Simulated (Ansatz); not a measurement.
A plane-wave DFT run in Ansatz 0.2.0 (scalar-relativistic PAW potentials unless the input names others): input and command.

```yaml
crystal:
  lattice:
    - [-3.2411398069, 3.2411398069, 2.0571589632]
    - [3.2411398069, -3.2411398069, 2.0571589632]
    - [3.2411398069, 3.2411398069, -2.0571589632]
  atoms:
    - { symbol: Si, position: [0.1786098831, 0.1786098831, 0.3572197663] }
    - { symbol: Si, position: [0.8213901169, 0.8213901169, 0.6427802337] }
    - { symbol: Si, position: [0.1786098831, 0.8213901169, 0.0] }
    - { symbol: Si, position: [0.8213901169, 0.1786098831, 0.0] }
basis:
  ecutwfc: "350 eV"
kpoints:
  mp_grid: { grid: [12, 12, 12] }
hamiltonian:
  xc: pbesol
scf:
  occupations: { method: gaussian, width: 0.05 }
  lower_state_search: standard
output:
  forces: true
  eigenvalues: true
  stress: true
```

```bash
ansatz run input.yaml --threads 1 --pin off --max-ram 2560MiB --backend cpu --events-out ev --progress --plain --runs-dir out
```

Abridged log:
```
Warning: basis.ecutwfc = 350 eV is below the records' recommended 420 eV, and the density's cutoff is lower with it unless basis.ecutrho_ratio is high enough to keep the records' density cutoff: compare with a run at a higher cutoff
Pseudopotentials: kind: paw
Pseudopotential: Si, paw, valence charge 4, recommended cutoff 420 eV (normal)
Functional definition: PBEsol
Crystal: 4 atoms, lattice volume = 86.442 Å³
Basis set: ecut = 350 eV, 1279 PW (Γ), exchange–correlation on 64×64×64 points (8 copies of the dense FFT grid, shifted against one another)
Bands: 12, of which v1, the nominal top of the filled ones, is band 8 counted from 1 (7 counted from 0)
Symmetry: 16 space group operations
Space group: I4/mmm (ITA 139), of the structure as read, at distance tolerance 4.4e-5 Å
k-points: 163 of 1728
Initial density: superposition of atomic densities (neutral atoms: chi_scale 0, normalization atom), corrected by the library's trained network
Initial wavefunctions: pseudopotential atomic-orbital guess
Functional: x = pbesol(κ = 0.804, μ = 0.12345679), c = pbesol(β = 0.046)
SCF iter   1: F=—  HF=-2485.234882 eV  |F-HF|=—  |Δ(HF+E_count)|=         —  Δρ=1.76e-3  dr2=3.74e-3  ethr=1.77e-3  ⟨swp⟩=6.2  Hψ=14176  notcnv=0
SCF iter   2: F=—  HF=-2485.235013 eV  |F-HF|=—  |Δ(HF+E_count)|=   1.31e-4  Δρ=8.16e-4  dr2=4.80e-4  ethr=2.34e-5  ⟨swp⟩=2.1  Hψ=4523  notcnv=0
SCF iter   3: F=—  HF=-2485.235096 eV  |F-HF|=—  |Δ(HF+E_count)|=   8.33e-5  Δρ=2.83e-4  dr2=6.42e-5  ethr=3.00e-6  ⟨swp⟩=2.5  Hψ=3287  notcnv=0
SCF iter   4: F=—  HF=-2485.235113 eV  |F-HF|=—  |Δ(HF+E_count)|=   1.67e-5  Δρ=6.44e-5  dr2=1.97e-6  ethr=4.01e-7  ⟨swp⟩=2.8  Hψ=3305  notcnv=0
SCF iter   5: F=-2485.235116 eV  HF=-2485.235116 eV  |F-HF|=1.18e-8  |Δ(HF+E_count)|=   2.34e-6  Δρ=6.26e-6  dr2=5.17e-8  ethr=1.23e-8  ⟨swp⟩=2.6  Hψ=3276  notcnv=0
SCF iter   6: F=-2485.235116 eV  HF=-2485.235116 eV  |F-HF|=7.98e-10  |Δ(HF+E_count)|=   8.33e-9  Δρ=8.92e-7  dr2=5.58e-10  ethr=3.23e-10  ⟨swp⟩=2.7  Hψ=7390  notcnv=0
SCF 1 converged in 6 iterations: F = -2485.235116 eV  dr2 = 5.58e-10
SCF converged after 6 iterations
Free energy (F): -2485.235116 eV
Harris-Foulkes:  -2485.235116 eV  (|F-HF|=7.98e-10)
Internal energy: -2485.234664 eV  (E = F + TS)
E sigma→0 (E₀):  -2485.234890 eV
Entropy (-TS):   -0.000451 eV (-0.113 meV/atom)
Fermi energy:    5.502385 eV
--- Forces (eV/Å), atoms counted from 1 ---
  atom   1  Si     0.77067370     0.77067370     0.00000000
  atom   2  Si    -0.77067370    -0.77067370     0.00000000
  atom   3  Si    -0.77067370     0.77067370     0.00000000
  atom   4  Si     0.77067370    -0.77067370     0.00000000
--- Stress (GPa, compression-positive) ---
        3.885511       0.000000       0.000000
        0.000000       3.885511       0.000000
        0.000000       0.000000     -11.183636
  P = ⅓ Tr σ = -1.1375 GPa (-11.375 kbar)
```

Apart from outputs and empty bands, the input differs from a reference run on usual settings in basis.ecutwfc: 420 → "350 eV"; hamiltonian.xc: "pbe" → "pbesol"; scf.lower_state_search: not typed → "standard". The reference, at the same geometry (not necessarily relaxed), gave pressure 0.53 GPa, largest force 1.096 eV/Å, no gap on the mesh. This run converged in 6 SCF iterations (reference: 6) with a total energy on another zero, pressure -1.14 GPa, largest force 1.090 eV/Å, no gap on the mesh. Its cutoff is looser than usual. The Hamiltonian differs as well, so the change in the result can't be put down to that alone.

It took 6.7 s on 1 thread of Intel(R) Xeon(R) Platinum 8375C CPU @ 2.90GHz (Ice Lake), on a shared host, peak memory 0.45 GiB.